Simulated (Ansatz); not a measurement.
**Mg (bcc)**

Level of theory: DFT, r²SCAN, scalar-relativistic, no spin polarisation; plane waves to 500 eV with PAW datasets (Ansatz 0.2.0), Γ-centred 16×16×16 mesh, 0.05 eV Gaussian smearing; PAW files: Ansatz's generated set soft_2.

```yaml
crystal:
  lattice:
    - [-1.77883, 1.77883, 1.77883]
    - [1.77883, -1.77883, 1.77883]
    - [1.77883, 1.77883, -1.77883]
  atoms:
    - { symbol: Mg, position: [0.00000, 0.00000, 0.00000] }
```

At room temperature and ambient pressure Mg is hcp.

Path: Γ–H–N–Γ–P–H | P–N, with Γ = (0.000, 0.000, 0.000), H = (0.500, -0.500, 0.500), N = (0.000, 0.000, 0.500), P = (0.250, 0.250, 0.250) in reciprocal vectors of the calculation's cell.

Is it a metal or an insulator, and if it has a gap, where are the band edges on this path?

A metal: bands cross the Fermi level.

Levels between -3 and 5 eV from the Fermi level at the path's named points:
```tsv
point	below E_F (eV)	above E_F (eV)
Γ		
H		4.12 4.12 4.17 4.17 4.17
N	-1.73 -0.88	
P		1.19 1.19 1.19 3.74
```

It took roughly 18 core-seconds on a shared host.
